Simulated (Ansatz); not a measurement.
## A series in volume per atom on InSe

All results are calculated (Ansatz 0.2.0). Periodic Kohn-Sham DFT of a crystal at fixed atoms; Kohn-Sham levels at symmetry points; band -1 is the highest filled and +1 the lowest empty one at that point, spin up along a +z start moment.

Cell of the first row (space group R3m, No. 160):
```
InSe
1.0
      1.9592     1.1311     8.1469
     -1.9592     1.1311     8.1469
      0.0000    -2.2623     8.1469
In Se
2 2
Direct
  0.00000 0.00000 0.00000
  0.11220 0.11220 0.11220
  0.61550 0.61550 0.61550
  0.83000 0.83000 0.83000
```

Settings of every row: method all-electron LAPW; functional PBEsol; relativity scalar; k mesh 7x7x7; filling fermi-dirac; smearing width 0.01 eV; basis error target 1 meV/atom; nucleus gaussian.

Atom start moment: 0 on all atoms.

Limits: a layered crystal: even scaling strains the bonds within the layers, so this curve is stiffer than the crystal under pressure; semilocal functionals tend to give too small a gap; no spin-orbit coupling, which shifts gaps with heavier elements (InSe).

Limits of some rows: small gap, it may come from the mesh (row 3, 4, 5, 6, 7, 8, 9).

| row | volume per atom (Å³) | band gap (eV) | smallest direct gap on path (eV) |
| --- | --- | --- | --- |
| 1 | 27.081 | 0.468 | 0.468 |
| 2 | 27.657 | 0.408 | 0.408 |
| 3 | 28.234 | 0.352 | 0.352 |
| 4 | 28.522 | ? | ? |
| 5 | 28.81 | 0.3 | 0.3 |
| 6 | 29.098 | 0.275 | 0.275 |
| 7 | 29.386 | 0.251 | 0.251 |
| 8 | 29.962 | 0.206 | 0.206 |
| 9 | 30.538 | 0.166 | 0.166 |

Question: what band gap should row 4 give?

Worked fit of band gap. Take t = volume per atom − 29, in Å³. The shown rows have t = -1.919, -1.343, -0.766, -0.19, 0.098, 0.386, 0.962, 1.538. Least squares give band gap = 0.2832 − 0.08527 × t + 0.00575 × t² eV; a straight line predicts inner rows, each left out in turn, worse (root mean square 0.0054 against 0.00037 eV). All shown rows lie on it to the printed digit. The withheld row has t = -0.478, so the fit gives 0.2832 − 0.08527 × (-0.478) + 0.00575 × (-0.478)² = 0.325 eV.

The calculation gave 0.325 eV. The fit meets it to the printed digit.

The other values of row 4: smallest direct gap on path 0.325 eV.
